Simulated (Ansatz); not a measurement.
Crystal: WS2.

```
CELL_PARAMETERS angstrom
2.59173 0.00000 0.00000
0.00000 2.59173 0.00000
0.00000 0.00000 9.23417
ATOMIC_POSITIONS crystal
W 0.50000 0.50000 0.50000
S 0.50000 0.50000 0.76566
S 0.50000 0.50000 0.23434
```

The cell was built by a generator and needn't be a form met in nature.

```yaml
Program: Ansatz 0.2.0
Task: relaxation of cell and atoms
Functional: PBEsol
Potentials_or_basis: all-electron LAPW, scalar-relativistic
Basis_error_allowed: 0.002 eV/atom
k_mesh: 8 × 8 × 2
Occupations: fermi-dirac, width 0.05 eV
Spin: no spin polarisation
```

At the start: volume 20.68 Å³/atom.

Task: Where does the relaxation end?

Result: Over 10 steps the energy falls by 12.8 meV/atom and the volume is 18.28 Å³/atom (-11.6 %); space group P4/mmm (No. 123, to 0.05 Å).

Step by step:
```
step  energy change (eV)  largest force (eV/Å)  volume (Å³)
   1              0.0000                0.3211        62.03
   2             -0.0198                0.1769        59.68
   3             -0.0264                0.0019        60.12
   4             -0.0271                0.0003        59.74
   5             -0.0339                0.0875        56.70
   6             -0.0363                0.0359        56.13
   7             -0.0371                0.0266        55.79
   8             -0.0383                0.0058        55.08
   9             -0.0384                0.0012        54.84
  10             -0.0385                0.0013        54.84
```

Final structure:
```
CELL_PARAMETERS angstrom
2.56048 0.00000 0.00000
0.00000 2.56048 0.00000
0.00000 0.00000 8.36543
ATOMIC_POSITIONS crystal
W 0.50000 0.50000 0.50000
S 0.50000 0.50000 0.79001
S 0.50000 0.50000 0.20999
```

Caveat: the k mesh is thin for a metal, which can move the energy by tens of meV per atom; this functional lacks dispersion, which binds the layers, so the pressure and a relaxed spacing across them are unreliable.
